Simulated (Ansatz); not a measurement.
# Au(111) / 3 layers Os(0001) / Au(111): resistance against film thickness, part 2 of 2

How does the resistance across the layers grow with the film in Au(111) / 3 layers Os(0001) / Au(111)?

Ansatz 0.2.0; Ansatz plane-wave DFT, PBE, PAW files; ballistic transport by layer matching (Landauer), zero bias; PAW set soft_1.

So far. Step 2 (With 3 layers): The lead's potential steps by 12 meV from period to period, small in itself. The program estimates the junction's conductance to 9.6 % from the k-mesh, 2.2 % from the leads' distance from neutral and 6.8 % from their steps. Step 3 (With 5 layers, film layers 5): The conductance of the junction is 2.6e14 S/m², 12 % under the 3.0e14 S/m² of the last finished run, within the error estimates, leads' steps apart, of 9.6 and 13 %.

## (4) With 6 layers, film layers 6

The stack now holds 6 film layers; the k-mesh follows the cell, and the energies span -0.27 to 0.27 eV.

System of this step: Au(111) / 6 layers Os(0001) / Au(111). The cell holds 16 atoms: 10 Au and 6 Os. Its edges and angles: a = 2.884 Å, b = 2.884 Å, c = 35.195 Å, α = 90.0°, β = 90.0°, γ = 120.0°. It derives from Au and Os. Regions: lead, 10 atoms (10 Au); films, 6 atoms (6 Os). The structure is stacked along c, and the current runs across the ab planes.

Input file input.yaml:

```yaml
crystal:
  lattice:
    - [2.8837582304, 0.0, 0.0]
    - [-1.4418791152, 2.4974078859, 0.0]
    - [0.0, 0.0, 35.1947147068]
  atoms:
    - { symbol: Au, position: [0.0, 0.0, 0.0334507433] }
    - { symbol: Au, position: [0.3333333333, 0.6666666667, 0.1003522299] }
    - { symbol: Au, position: [0.6666666667, 0.3333333333, 0.1672537166] }
    - { symbol: Au, position: [0.0, 0.0, 0.2341552032] }
    - { symbol: Os, position: [0.3333333333, 0.6666666667, 0.295188041] }
    - { symbol: Os, position: [0.6666666667, 0.3333333333, 0.3503522299] }
    - { symbol: Os, position: [0.3333333333, 0.6666666667, 0.4055164189] }
    - { symbol: Os, position: [0.6666666667, 0.3333333333, 0.4606806078] }
    - { symbol: Os, position: [0.3333333333, 0.6666666667, 0.5158447968] }
    - { symbol: Os, position: [0.6666666667, 0.3333333333, 0.5710089858] }
    - { symbol: Au, position: [0.0, 0.0, 0.6320418235] }
    - { symbol: Au, position: [0.3333333333, 0.6666666667, 0.6989433102] }
    - { symbol: Au, position: [0.6666666667, 0.3333333333, 0.7658447968] }
    - { symbol: Au, position: [0.0, 0.0, 0.8327462834] }
    - { symbol: Au, position: [0.3333333333, 0.6666666667, 0.8996477701] }
    - { symbol: Au, position: [0.6666666667, 0.3333333333, 0.9665492567] }
kpoints:
  mp_grid: { grid: [15, 15, 1] }
hamiltonian:
  xc: pbe
  pseudopotentials: { kind: paw, azcp: { folder: soft_1 } }
scf:
  occupations: { method: fermi_dirac, width: 0.1 }
output:
  transmission:
    leads: [[0, 1]]
    kmesh: [30, 30]
    e_range: [-0.27, 0.27]
    de: 0.036
  write_potential: true
  write_density: true
  volumetric_format: npy
```

Launch:

```
$ ansatz run input.yaml --threads 4 --pin off --max-ram 8192MiB --backend cpu --events-out ev --progress --plain --runs-dir out
```

Numbers of over 12 decimals in the logs are rounded to 6 here.

The log of the run:

```text
[...]
Crystal: 16 atoms, lattice volume = 253.470 Å³
Basis set: ecut = 420 eV, 4941 PW (Γ)
Bands: 172, of which v1, the nominal top of the filled ones, is band 143 counted from 1 (142 counted from 0)
Symmetry: 12 space group operations
[...]
k-points: 27 of 225
[...]
--- Transmission ---
  basis      : 61 plane waves across, 57 finite elements along
  points     : 91, standing for a mesh of 30 x 30
[...]
filled         : 39.0 meV over the level at which it is neutral
    channels       : 7.966667e-1 a spin
[...]
slowest decay  : 0.0853 /Å at (0.0667, 0.0000)
  junction   : crystal 0 to crystal 0, -1.66 to 31.18 Å
    transmission   : 2.743534e-1 a spin
[...]
resistance     : 2.1559e-3 Ω µm² beyond half of each lead's own
[key lines of the parts left out:]
SCF converged after 14 iterations
Free energy (F): -199824.316310 eV
Fermi energy:    22.557254 eV
```

Elapsed: 72 s, on 4 threads of Arm Neoverse V1, shared host; peak memory 1.5 GiB; 4.5 min of CPU time.

Numbers from this step:

* free energy: -199824.3163 eV
* energy at zero smearing: -199824.2052 eV
* Fermi energy: 22.56 eV
* step of the lead's potential: 2 meV
* conductance of the junction: 3.01e14 S/m²
* junction conductance per cell: 0.2795 G₀
* estimated errors of the junction's conductance: 0.9, 0, 11.9, 2.3, 1.3 % (energy step, band edges, k-mesh, leads' steps, distance from neutral)
* area resistance that the stack adds (contact term taken off, spin by spin): 2.156 fΩ m²

Per spin. The transmission, zone mean by energy, zero at the Fermi level:

```csv
energy (eV),"transmission, zone mean"
-0.270,0.263
-0.234,0.280
-0.198,0.285
-0.162,0.306
-0.126,0.285
-0.090,0.287
-0.054,0.286
-0.018,0.278
0.018,0.274
0.054,0.277
0.090,0.288
0.126,0.285
0.162,0.306
0.198,0.322
0.234,0.332
0.270,0.324
```

The conductance of the junction is 3.0e14 S/m², 15 % over the 2.6e14 S/m² of the last finished run, no more than the error estimates, leads' steps apart, of 13 and 12 % together.

## (5) With 8 layers, film layers 8

The stack now holds 8 film layers; the k-mesh follows the cell, and the energies span -0.27 to 0.27 eV.

System of this step: Au(111) / 8 layers Os(0001) / Au(111). The cell holds 18 atoms: 10 Au and 8 Os. Cell: a = 2.884 Å, b = 2.884 Å, c = 39.078 Å, α = 90.0°, β = 90.0°, γ = 120.0°. It derives from Au and Os. Regions: lead, 10 atoms (10 Au); films, 8 atoms (8 Os). The structure is stacked along c, and the current runs across the ab planes.

Input file input.yaml:

```yaml
crystal:
  lattice:
    - [2.8837582304, 0.0, 0.0]
    - [-1.4418791152, 2.4974078859, 0.0]
    - [0.0, 0.0, 39.0776904913]
  atoms:
    - { symbol: Au, position: [0.0, 0.0, 0.0301268922] }
    - { symbol: Au, position: [0.3333333333, 0.6666666667, 0.0903806765] }
    - { symbol: Au, position: [0.6666666667, 0.3333333333, 0.1506344608] }
    - { symbol: Au, position: [0.0, 0.0, 0.2108882452] }
    - { symbol: Os, position: [0.3333333333, 0.6666666667, 0.2658565221] }
    - { symbol: Os, position: [0.6666666667, 0.3333333333, 0.3155392917] }
    - { symbol: Os, position: [0.3333333333, 0.6666666667, 0.3652220613] }
    - { symbol: Os, position: [0.6666666667, 0.3333333333, 0.4149048309] }
    - { symbol: Os, position: [0.3333333333, 0.6666666667, 0.4645876004] }
    - { symbol: Os, position: [0.6666666667, 0.3333333333, 0.51427037] }
    - { symbol: Os, position: [0.3333333333, 0.6666666667, 0.5639531396] }
    - { symbol: Os, position: [0.6666666667, 0.3333333333, 0.6136359092] }
    - { symbol: Au, position: [0.0, 0.0, 0.6686041861] }
    - { symbol: Au, position: [0.3333333333, 0.6666666667, 0.7288579705] }
    - { symbol: Au, position: [0.6666666667, 0.3333333333, 0.7891117548] }
    - { symbol: Au, position: [0.0, 0.0, 0.8493655392] }
    - { symbol: Au, position: [0.3333333333, 0.6666666667, 0.9096193235] }
    - { symbol: Au, position: [0.6666666667, 0.3333333333, 0.9698731078] }
kpoints:
  mp_grid: { grid: [15, 15, 1] }
hamiltonian:
  xc: pbe
  pseudopotentials: { kind: paw, azcp: { folder: soft_1 } }
scf:
  occupations: { method: fermi_dirac, width: 0.1 }
output:
  transmission:
    leads: [[0, 1]]
    kmesh: [30, 30]
    e_range: [-0.27, 0.27]
    de: 0.036
  write_potential: true
  write_density: true
  volumetric_format: npy
```

The log of the run:

```text
[...]
Crystal: 18 atoms, lattice volume = 281.434 Å³
Basis set: ecut = 420 eV, 5495 PW (Γ)
Bands: 191, of which v1, the nominal top of the filled ones, is band 159 counted from 1 (158 counted from 0)
Symmetry: 12 space group operations
[...]
k-points: 27 of 225
[...]
--- Transmission ---
  basis      : 61 plane waves across, 60 finite elements along
  points     : 91, standing for a mesh of 30 x 30
[...]
filled         : 36.6 meV over the level at which it is neutral
    channels       : 7.966667e-1 a spin
[...]
slowest decay  : 0.0850 /Å at (0.0667, 0.0000)
  junction   : crystal 0 to crystal 0, -1.66 to 35.07 Å
    transmission   : 2.960093e-1 a spin
[...]
resistance     : 2.0766e-3 Ω µm² beyond half of each lead's own
[key lines of the parts left out:]
SCF converged after 14 iterations
Free energy (F): -222595.333293 eV
Fermi energy:    22.890518 eV
```

Run time: 90 s. Hardware: 4 threads; peak memory 1.8 GiB.

Numbers from this step:

```
free energy                                                                : -222595.3333 eV
energy at zero smearing                                                    : -222595.2058 eV
Fermi energy                                                               : 22.89 eV
step of the lead's potential                                               : 2.1 meV
conductance of the junction                                                : 3.08e14 S/m²
junction conductance per cell                                              : 0.2863 G₀
estimated errors of the junction's conductance                             : 0.1, 0, 12.3, 2.9, 0.7 % (energy step, band edges, k-mesh, leads' steps, distance from neutral)
area resistance that the stack adds (contact term taken off, spin by spin) : 2.077 fΩ m²
```

Per spin. Transmission, zone mean against energy, zero at the Fermi level:

```csv
energy (eV),"transmission, zone mean"
-0.270,0.289
-0.234,0.294
-0.198,0.297
-0.162,0.286
-0.126,0.303
-0.090,0.297
-0.054,0.282
-0.018,0.287
0.018,0.296
0.054,0.282
0.090,0.244
0.126,0.233
0.162,0.247
0.198,0.291
0.234,0.295
0.270,0.286
```

The conductance of the junction is 3.1e14 S/m², 2.4 % over the 3.0e14 S/m² of the last finished run, within the error estimates, leads' steps apart, of 12 and 12 %.

## (6) With 10 layers, film layers 10

The stack now holds 10 film layers; the k-mesh follows the cell, and the energies span -0.27 to 0.27 eV.

System of this step: Au(111) / 10 layers Os(0001) / Au(111). The cell holds 20 atoms: 10 Au and 10 Os. Cell: a = 2.884 Å, b = 2.884 Å, c = 42.961 Å, α = 90.0°, β = 90.0°, γ = 120.0°. It derives from Au and Os. Regions: lead, 10 atoms (10 Au); films, 10 atoms (10 Os). The structure is stacked along c, and the current runs across the ab planes.

Input file input.yaml:

```yaml
crystal:
  lattice:
    - [2.8837582304, 0.0, 0.0]
    - [-1.4418791152, 2.4974078859, 0.0]
    - [0.0, 0.0, 42.9606662758]
  atoms:
    - { symbol: Au, position: [0.0, 0.0, 0.0274038899] }
    - { symbol: Au, position: [0.3333333333, 0.6666666667, 0.0822116696] }
    - { symbol: Au, position: [0.6666666667, 0.3333333333, 0.1370194494] }
    - { symbol: Au, position: [0.0, 0.0, 0.1918272291] }
    - { symbol: Os, position: [0.3333333333, 0.6666666667, 0.2418272291] }
    - { symbol: Os, position: [0.6666666667, 0.3333333333, 0.2870194494] }
    - { symbol: Os, position: [0.3333333333, 0.6666666667, 0.3322116696] }
    - { symbol: Os, position: [0.6666666667, 0.3333333333, 0.3774038899] }
    - { symbol: Os, position: [0.3333333333, 0.6666666667, 0.4225961101] }
    - { symbol: Os, position: [0.6666666667, 0.3333333333, 0.4677883304] }
    - { symbol: Os, position: [0.3333333333, 0.6666666667, 0.5129805506] }
    - { symbol: Os, position: [0.6666666667, 0.3333333333, 0.5581727709] }
    - { symbol: Os, position: [0.3333333333, 0.6666666667, 0.6033649911] }
    - { symbol: Os, position: [0.6666666667, 0.3333333333, 0.6485572114] }
    - { symbol: Au, position: [0.0, 0.0, 0.6985572114] }
    - { symbol: Au, position: [0.3333333333, 0.6666666667, 0.7533649911] }
    - { symbol: Au, position: [0.6666666667, 0.3333333333, 0.8081727709] }
    - { symbol: Au, position: [0.0, 0.0, 0.8629805506] }
    - { symbol: Au, position: [0.3333333333, 0.6666666667, 0.9177883304] }
    - { symbol: Au, position: [0.6666666667, 0.3333333333, 0.9725961101] }
kpoints:
  mp_grid: { grid: [15, 15, 1] }
hamiltonian:
  xc: pbe
  pseudopotentials: { kind: paw, azcp: { folder: soft_1 } }
scf:
  occupations: { method: fermi_dirac, width: 0.1 }
output:
  transmission:
    leads: [[0, 1]]
    kmesh: [30, 30]
    e_range: [-0.27, 0.27]
    de: 0.036
  write_potential: true
  write_density: true
  volumetric_format: npy
```

The log of the run:

```text
[...]
Crystal: 20 atoms, lattice volume = 309.399 Å³
Basis set: ecut = 420 eV, 6059 PW (Γ)
Bands: 210, of which v1, the nominal top of the filled ones, is band 175 counted from 1 (174 counted from 0)
Symmetry: 12 space group operations
[...]
k-points: 27 of 225
[...]
--- Transmission ---
  basis      : 61 plane waves across, 70 finite elements along
  points     : 91, standing for a mesh of 30 x 30
[...]
filled         : 33.5 meV over the level at which it is neutral
    channels       : 7.966667e-1 a spin
[...]
slowest decay  : 0.0846 /Å at (0.0667, 0.0000)
  junction   : crystal 0 to crystal 0, -1.66 to 38.95 Å
    transmission   : 3.045623e-1 a spin
[...]
resistance     : 2.0826e-3 Ω µm² beyond half of each lead's own
[key lines of the parts left out:]
SCF converged after 14 iterations
Free energy (F): -245366.371121 eV
Fermi energy:    23.185990 eV
```

It took 1.7 min on 4 threads; peak memory 2.1 GiB; 6.6 min of CPU time.

Numbers from this step:

```
free energy                                                                : -245366.3711 eV
energy at zero smearing                                                    : -245366.2251 eV
Fermi energy                                                               : 23.19 eV
step of the lead's potential                                               : 1.6 meV
estimated errors of the lead's conductance                                 : 0, 4.1, 0.4 % (band edges, k-mesh, distance from neutral)
lead conductance per cell                                                  : 0.7944 G₀
conductance of the junction                                                : 3.07e14 S/m²
junction conductance per cell                                              : 0.2858 G₀
estimated errors of the junction's conductance                             : 0.2, 0, 13.5, 2.8, 5.5 % (energy step, band edges, k-mesh, leads' steps, distance from neutral)
area resistance that the stack adds (contact term taken off, spin by spin) : 2.083 fΩ m²
```

Per spin. Table of transmission, zone mean by energy, zero at the Fermi level:

```csv
energy (eV),"transmission, zone mean"
-0.270,0.241
-0.234,0.257
-0.198,0.215
-0.162,0.205
-0.126,0.198
-0.090,0.224
-0.054,0.259
-0.018,0.297
0.018,0.305
0.054,0.282
0.090,0.290
0.126,0.278
0.162,0.286
0.198,0.283
0.234,0.278
0.270,0.292
```

The conductance of the junction is 3.1e14 S/m², 0.19 % under the 3.1e14 S/m² of the last finished run, within the error estimates, leads' steps apart, of 12 and 14 %.

## (7) Cost and result by level

Times are for 4 threads of Arm Neoverse V1, shared host. Results by setting:

| no. | film layers | area resistance that the stack adds (contact term taken off, spin by spin) (fΩ m²) | conductance of the junction (S/m²) | time | memory (GiB) |
| --- | --- | --- | --- | --- | --- |
| 1 | 3 | 2.200 | 2.97e14 | 1.8 min | 0.94 |
| 2 | 5 | 2.670 | 2.60e14 | 71 s | 1.2 |
| 3 | 6 | 2.156 | 3.01e14 | 72 s | 1.5 |
| 4 | 8 | 2.077 | 3.08e14 | 90 s | 1.8 |
| 5 | 10 | 2.083 | 3.07e14 | 1.7 min | 2.1 |

## (8) With 5 layers

The same run once more with an input made wrong on purpose.

This step: Ansatz plane-wave DFT, PBE, PAW files; ballistic transport by layer matching (Landauer), zero bias; changed: output.transmission.e_range = [1, -1], scf.max_iter = 60 (Ansatz 0.2.0).

System of this step: Au(111) / 5 layers Os(0001) / Au(111). The cell holds 13 atoms: 8 Au and 5 Os. Cell: a = 2.884 Å, b = 2.884 Å, c = 28.544 Å, α = 90.0°, β = 90.0°, γ = 120.0°. It derives from Au and Os. Regions: lead, 8 atoms (8 Au); films, 5 atoms (5 Os). The structure is stacked along c, and the current runs across the ab planes.

Input file input.yaml:

```yaml
crystal:
  lattice:
    - [2.8837582304, 0.0, 0.0]
    - [-1.4418791152, 2.4974078859, 0.0]
    - [0.0, 0.0, 28.5440693439]
  atoms:
    - { symbol: Au, position: [0.0, 0.0, 0.0412446226] }
    - { symbol: Au, position: [0.3333333333, 0.6666666667, 0.1237338678] }
    - { symbol: Au, position: [0.6666666667, 0.3333333333, 0.206223113] }
    - { symbol: Au, position: [0.0, 0.0, 0.2887123582] }
    - { symbol: Os, position: [0.3333333333, 0.6666666667, 0.3639655847] }
    - { symbol: Os, position: [0.6666666667, 0.3333333333, 0.4319827923] }
    - { symbol: Os, position: [0.3333333333, 0.6666666667, 0.5] }
    - { symbol: Os, position: [0.6666666667, 0.3333333333, 0.5680172077] }
    - { symbol: Os, position: [0.3333333333, 0.6666666667, 0.6360344153] }
    - { symbol: Au, position: [0.6666666667, 0.3333333333, 0.7112876418] }
    - { symbol: Au, position: [0.0, 0.0, 0.793776887] }
    - { symbol: Au, position: [0.3333333333, 0.6666666667, 0.8762661322] }
    - { symbol: Au, position: [0.6666666667, 0.3333333333, 0.9587553774] }
kpoints:
  mp_grid: { grid: [15, 15, 1] }
hamiltonian:
  xc: pbe
  pseudopotentials: { kind: paw, azcp: { folder: soft_1 } }
scf:
  occupations: { method: fermi_dirac, width: 0.1 }
  max_iter: 60
output:
  transmission: { leads: [[0, 1]], kmesh: [30, 30], e_range: [1, -1], de: 0.036 }
  write_potential: true
  write_density: true
  volumetric_format: npy
```

The log of the run:

```text
Error: invalid value for `output.transmission.e_range`: [1, -1] eV must be finite with min < max
```

Wall time 0.05 s (4 threads); peak memory 0.068 GiB.

The program refused the input before any cycle.

The program's message: “Error: invalid value for `output.transmission.e_range`: [1, -1] eV must be finite with min < max”

The change that led to it: output.transmission.e_range = [1, -1].

## (9) Outcome

| Item | Value |
| --- | --- |
| area resistance, 3 layers | 2.20 fΩ m² |
| area resistance, 5 layers | 2.67 fΩ m² |
| area resistance, 6 layers | 2.16 fΩ m² |
| area resistance, 8 layers | 2.08 fΩ m² |
| area resistance, 10 layers | 2.08 fΩ m² |

**Reading.** The stack adds 2.2 fΩ m² with 3 layers and 2.1 fΩ m² with 10. From 5 to 10 layers it falls by 22 %, though no single step exceeds the two runs' error estimates together; nothing scatters inside a perfect film, so this is no ohmic growth. With an hcp and an fcc partner, odd and even counts of layers end in unlike stacking at the second interface, which mixes with the effect of thickness. Atoms sit on ideal sites and aren't relaxed. Spin-orbit coupling is left out, which matters for Au and Os. The program's error estimates for the conductances, leads' steps apart, run from 9.6 to 14 %. Os(0001) is stretched by 5.5 % in plane to fit Au(111), at its own atomic volume.

[Logs are printed without paths, hosts, clocks, repeated set-up lines and the standing remarks that a program may print on its own settings, such as how far it seeks lower states.]

[Hosts, paths, dates, database ids (printed as entryN), source tags and the programs' standing remarks are cut or masked in the printed files.]
